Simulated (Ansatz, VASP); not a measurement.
# Al2Cu: VASP beside Ansatz

File INCAR:

```
SYSTEM = Al2Cu
ALGO = Fast ; EDIFF = 1E-6
ENCUT = 520 ; GGA = PS
ISIF = 2 ; ISMEAR = 0
LASPH = .TRUE. ; LCHARG = .FALSE.
LREAL = .FALSE. ; LWAVE = .FALSE.
NBANDS = 16 ; NELM = 80
PREC = Accurate ; SIGMA = 0.15
```

The input KPOINTS:

```
k-points
0
G
  10 10 14
  0 0 0
```

POSCAR

```
Al2Cu
1.0
    3.9412606183      0.0000000000      0.0000000000
    0.0000000000      3.9412606183      0.0000000000
    0.0000000000      0.0000000000      3.0451069876
Al Cu
2 1
Direct
    0.5024873978      0.0000000000      0.5000000000
   -0.0363105904      0.5000000000      0.5000000000
    0.0143612780      0.0000000000      0.0000000000
```

Input for Ansatz:

```yaml
crystal:
  lattice:
    - [3.9412606183, 0.0, 0.0]
    - [0.0, 3.9412606183, 0.0]
    - [0.0, 0.0, 3.0451069876]
  atoms:
    - { symbol: Al, position: [0.5024873978, 0.0, 0.5] }
    - { symbol: Al, position: [-0.0363105904, 0.5, 0.5] }
    - { symbol: Cu, position: [0.014361278, 0.0, 0.0] }
basis:
  ecutwfc: 520.0
kpoints:
  mp_grid: { grid: [10, 10, 14] }
hamiltonian:
  xc: pbesol
  pseudopotentials: { kind: paw, azcp: { folder: soft_1 } }
scf:
  occupations: { method: gaussian, width: 0.15 }
output:
  forces: true
  stress: true
  eigenvalues: true
```

Change from the starting cell: mode 4 frozen in at -0.148 Å, strain +e along z and -e/2 along x and y +0.0700.

Alike in both runs: task single point; functional PBEsol; k mesh 10 × 10 × 14; occupations gaussian, width 0.15 eV; no spin polarisation.

```csv
,VASP,Ansatz
version,VASP 6.6.1,Ansatz 0.2.0
potentials or method,"VASP PAW PBE potentials, release 64 (Al, Cu)","scalar-relativistic, plane waves, PAW"
plane-wave cutoff (eV),520,520
valence electrons in the cell,17,25
```

VASP gave:

```
gap on the k mesh at the Fermi level (eV)       : none
pressure (GPa)                                  : 1.7
largest component of the traceless stress (GPa) : 6.45
rms of the force components (eV/Å)              : 0.216
```

What did Ansatz give for the same quantities?

gap on the k mesh at the Fermi level (eV): none; pressure (GPa): 1.5; largest component of the traceless stress (GPa): 6.47; rms of the force components (eV/Å): 0.217.

Atom by atom the forces differ by 0.002 eV/Å (rms over components). A gap of «none» marks a metal or a gap that the smearing closes. With one functional, cell and mesh, what is left measures potentials, basis and numerics. The two sets of potentials don't hold the same shells in valence. Ansatz warned: «pseudo_functional_mismatch».

Caveats: the PAW data sets were made with another functional, which shifts forces and pressure a little (VASP).
